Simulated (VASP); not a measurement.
# Ba, self-consistent run: which settings are enough?

Ba, Im-3m (no. 229), 1 atom in the cell. PBEsol; PAW potentials Ba_sv (PBE set). VASP 6.6.1.

Wanted: energy within 0.2 meV/atom; Fermi level within 0.005 eV.

What the run is for: comparing ways to start; Accuracy asked: tight.

POSCAR:
```
Ba
1.0
   -2.5065000000      2.5065000000      2.5065000000
    2.5065000000     -2.5065000000      2.5065000000
    2.5065000000      2.5065000000     -2.5065000000
Ba
1
Direct
    0.0000000000      0.0000000000      0.0000000000
```

## How the run starts (with a second run first, the time holds both)

| How the run starts (with a second run first, the time holds both) | Energy less reference (meV/atom) | Fermi level (eV) | Time (s) |
|---|---|---|---|
| from scratch: 10 SCF iterations | 0.00 | 1.5657 | 8.8 |
| orbitals of a nearby geometry (ISTART 1): 10 + 7 SCF iterations | 0.00 | 1.5656 | 25 |
| orbitals and density of a nearby geometry: 10 + 9 SCF iterations | 0.00 | 1.5657 | 26 |
| density of a nearby geometry (ICHARG 1): 10 + 11 SCF iterations | 0.00 | 1.5657 | 32 |
| orbitals in the old basis (ISTART 2), symmetry off: 10 + 8 SCF iterations | -0.05 | 1.5657 | 146 |

Chosen: from scratch: 10 SCF iterations; no other choice that stays within half of the tolerance saves 30 % of the time.

The chosen settings are those of the reference run.

## The input

INCAR:
```
GGA = PS
ISMEAR = 1
SIGMA = 0.1
LWAVE = F
LCHARG = F
ISIF = 2
PREC = Accurate
LASPH = T
LREAL = F
ALGO = Normal
EDIFF = 1E-6
NELM = 120
GGA_COMPAT = F
ENCUT = 400
```

KPOINTS:
```
k-points
0
Gamma
  9 9 9
```

Commands:
```
cat potpaw_PBE.64/Ba_sv/POTCAR > POTCAR
mpirun -np 1 vasp_std > vasp.out
```

The chosen input took VASP 6.6.1 8.8 s on 1 core (Intel Xeon Platinum 8259CL @ 2.50GHz (Skylake/Cascade Lake)), a shared host.

## An input that fails: restart asked without its files

VASP's message: ERROR: charge density could not be read from file CHGCAR for ICHARG>10.

Changes against the starting input:
```
- NELM = 120
+ NELM = 60
+ ICHARG = 11
```
